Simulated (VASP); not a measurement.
Runs of VASP 6.6.1 on Al. It takes space group Im-3m (No. 229, cubic). The conventional cell has a = 3.214 Å, b = 3.214 Å, c = 3.214 Å, α = 90.00°, β = 90.00°, γ = 90.00°. Al (site symmetry m-3m) is surrounded by 8 Al at 2.78 Å. This isn't the form of Al at room conditions, which is fcc.

```csv
level,k mesh,cutoff (eV),mesh quality,gap on the mesh (eV),pressure (GPa),relaxed volume (Å³/atom)
PBEsol,18 × 18 × 18,300,not flagged,none,0.0,-
PBEsol,6 × 6 × 6,600,coarse,none,0.0,(a)
PBEsol,18 × 18 × 18,580,not flagged,none,0.0,-
RPBE,18 × 18 × 18,600,not flagged,none,0.0,17.21
PBE,18 × 18 × 18,600,not flagged,none,0.0,16.93
```

Alike in all rows: task relaxation of cell and atoms; potentials or basis VASP PAW PBE potentials, release 64 (Al); no spin polarisation; cell relaxed; smearing gaussian 0.1 eV.

Problem. Estimate the missing entries.

Solution. (a) 16.66.

Caveats: some runs use coarse meshes; the PAW data sets were made with another functional, which shifts forces and pressure a little (some runs); the relaxation stopped at its first step, so nothing moved (some runs).

A gap of «none» marks a metal or a gap under the smearing width.
